A copper crystal is held at one size and calculated with five density functionals, the approximations that supply the exchange and correlation energy of the electrons. The atoms, the cell and the potentials are the same each time. The pressure that comes out shows how well each functional likes that size.

Plane-wave DFT with VASP 6.6.1 for fcc copper at a fixed cubic edge of 3.615 Å, without spin polarisation, spin-orbit coupling or a dispersion correction. All rows use the recommended PBE PAW potentials, a 520 eV cutoff, a 13 × 13 × 13 k-mesh and Fermi-Dirac smearing of 0.05 eV. Pressure is positive in compression.

```
functional  pressure (GPa)
       PBE           2.190
    PBEsol          -5.910
    r2SCAN          -4.290
      AM05          -6.120
      SCAN          -6.350
```

1. What does the sign of the pressure tell us?

Pressure is the energy released per unit of added volume. A positive value means that the crystal would lower its energy by expanding, and a negative value means that it would do so by contracting. PBE wants a larger cell, while the other four functionals want a smaller one.

These are not pressures in a vessel. The 2.19 GPa of PBE is some 22 000 bar, yet nobody is squeezing the metal. It is the internal stress that appears when a crystal is held at a size other than the one its functional prefers. Copper is stiff, so a small mismatch in length gives a large pressure.

2. Which functional stands apart, and does a more elaborate one settle the matter?

PBE stands apart, 6.5 GPa above its nearest neighbour, r2SCAN. PBEsol, AM05 and SCAN form a close group at the other end. The level of theory does not sort these results.

PBE, PBEsol and AM05 all work with the electron density and its gradient, yet they differ among themselves by up to 8.3 GPa. SCAN and r2SCAN also use the kinetic-energy density of the orbitals, which helps to tell one kind of bonding region from another. Those two differ by only 2.1 GPa, but SCAN sits beside PBEsol and AM05, while r2SCAN lies between that group and PBE. What a functional does with its ingredients matters here at least as much as how many it has.

3. Why does PBE push outward when PBEsol pulls inward?

The two functionals share the same mathematical form and differ in how strongly they respond to density gradients. That makes them a clean pair for comparison. Their pressures differ by 8.1 GPa, so the strength of the gradient response is enough to reverse the sign.

Theory explains the direction. Exchange lowers the energy of the electrons, and both functionals lower it further where the density changes quickly compared with the local electron wavelength. When a crystal is stretched, the density between the atoms thins out and its relative variation grows. A functional that rewards such variation more strongly therefore lowers the energy of the stretched crystal further, and this lowering appears as an added outward pressure.

PBE has the stronger response, which suits atoms and molecules, where the density falls away steeply. PBEsol weakens it to suit the gentler variation inside a solid, and so it binds the crystal more tightly. AM05 was built from model systems that include a metal surface, and it lands close to PBEsol. The same reasoning gives a rule for a neighbouring metal: a stronger reward for gradients favours a larger cell.

The table gives only the total pressure, so it cannot show which region contributes most, the space between the atoms or the outer edge of their cores. PBEsol also weakens the gradient term of correlation. That term raises the energy where the density varies, so its change is expected to work against the change in exchange, and the share of each cannot be read from these results. Nor do they reveal which detail of construction separates r2SCAN from SCAN.

4. How large is the mismatch as a length?

The link between pressure and length is the bulk modulus B, the resistance to a change of volume. A cube's volume changes by three times the percentage of its edge, so to a first estimate the edge is wrong by P/(3B), where P is the computed pressure. A better estimate allows for the metal becoming stiffer as it is compressed. If B′ is the rise in B per unit of pressure and a is the present edge, the edge a₀ at zero pressure is

a₀ = a (1 − B′P/B)^(−1/(3B′))

This is the Murnaghan equation of state. Rough recalled values for copper are B = 140 GPa and B′ = 5, and the edge of the cubic cell used here is 3.615 Å. For PBEsol, P = −5.91 GPa, and the steps are

1 − B′P/B = 1 + 5 × 5.91/140 = 1.211
a₀ = 3.615 Å × 1.211^(−1/15) = 3.569 Å

PBEsol thus wants an edge about 1.3% shorter than the one imposed. The same formula gives PBE an edge about 0.5% longer, at 3.635 Å. A gap of 8.1 GPa in pressure comes down to less than 0.07 Å in length.

No constant was adjusted to the table, and every functional was given the same stiffness at this size. The simple rule P/(3B) agrees with the curved formula to within 0.2% of the edge for all five. That agreement shows only that the curvature matters little. A real test would need cells relaxed with each functional, which are not available here.

5. What would happen if the cell were made 1% shorter or longer?

Shortening the edge by 1% would raise every pressure by about 4.6 GPa according to the same model. PBE would then push outward much harder, at nearly 7 GPa. PBEsol, AM05 and SCAN would still pull inward, though weakly. r2SCAN would come so close to zero that the estimate cannot fix its sign.

Lengthening the edge by 1% would lower the pressures by about 3.9 GPa. PBE would then turn negative too, and all five would want to contract. The sign of a pressure therefore belongs to a functional and a cell size together. The comparison between functionals is more informative than the sign alone.

6. PBE is nearest to zero. Does that make it the most accurate?

It does not, because zero is the wrong target. The cell has nearly the size of real copper at room temperature, where the atoms vibrate. Vibrations push copper outward, since they become softer when it expands, and this lowers their free energy, which counts their entropy as well as their energy. The calculation holds the nuclei still and leaves this push out.

In real copper at ordinary pressure, the outward push of the vibrations is balanced by an inward pull of the electrons and the resting nuclei. An accurate functional should show that inward pull as a negative pressure. Its size follows from the vibrational energy E per atom, the volume V per atom and the Grüneisen constant γ, which measures how quickly the vibrations soften on expansion:

P(vibration) = γE/V

At 300 K a Debye model with a characteristic temperature of about 340 K gives E near 0.08 eV, zero-point motion included. With γ about 2 and V = 11.81 Å³, the push is about 2.2 GPa. The target for the static calculation is therefore about −2.2 GPa. All the material constants in this estimate are rough recalled values.

Measured against that target, PBE is 4.4 GPa too high and r2SCAN 2.1 GPa too low. r2SCAN comes closest of the five, and it would stay ahead of PBE for any target below about −1 GPa. PBEsol, AM05 and SCAN are too low by about 4 GPa, so they miss by nearly as much as PBE but in the opposite direction. PBE's small pressure comes from an overlarge preferred cell and a missing vibrational push that partly hide each other.

7. Which digits, and which order, can be trusted?

The table resolves the pressures to a hundredth of a GPa, but their physical meaning is much coarser. All five calculations use potentials made for PBE, with the 3p electrons frozen into the core. Only the PBE result is fully consistent with them. How far this shifts the other four is unknown, and no results with a denser mesh or a higher cutoff are at hand to show the remaining numerical error.

A useful scale is the pressure produced by a change of 0.1% in the edge:

3 × 140 GPa × 0.001 ≈ 0.4 GPa

PBEsol, AM05 and SCAN together span about that much. Their order should not guide a choice, and it needs no physical explanation. The gap between PBE and the other four is more than ten times larger, and the shift from the potentials is expected to be well below it.

The lead of r2SCAN is less secure. It is 1.6 GPa nearer to the target than PBEsol, which corresponds to about 0.4% of the edge. A fault of that size in the potentials would be enough to remove the lead over PBEsol, and this has not been tested. The lead over PBE also depends on the estimated target, as question 6 showed. Whether PBE or the close group comes second is open, because a shift of about 0.4 GPa in the target can put PBE ahead of PBEsol.

8. What should be done in practice?

Decide first whether the measured size or the functional's own size is wanted. Copper held at the measured size is under strain in every one of these calculations: slightly compressed for PBE, and stretched by about 1% or more for the others. That strain carries over into elastic constants, vibrations and surface energies. If the crystal is meant to be free of stress, relax the cell with the same functional that will be used afterwards.

When judging a functional by its lattice constant, take the vibrational expansion out of the measured value first. For copper at room temperature the correction is about half a per cent of the edge, as large as the whole mismatch of PBE in this cell. If a decision depends on differences of a few tenths of a GPa, repeat the calculation with the 3p electrons treated as valence and with a tighter mesh and cutoff. In a softer metal the same pressure would mean a larger error in length, so convert pressures to lengths before comparing materials.
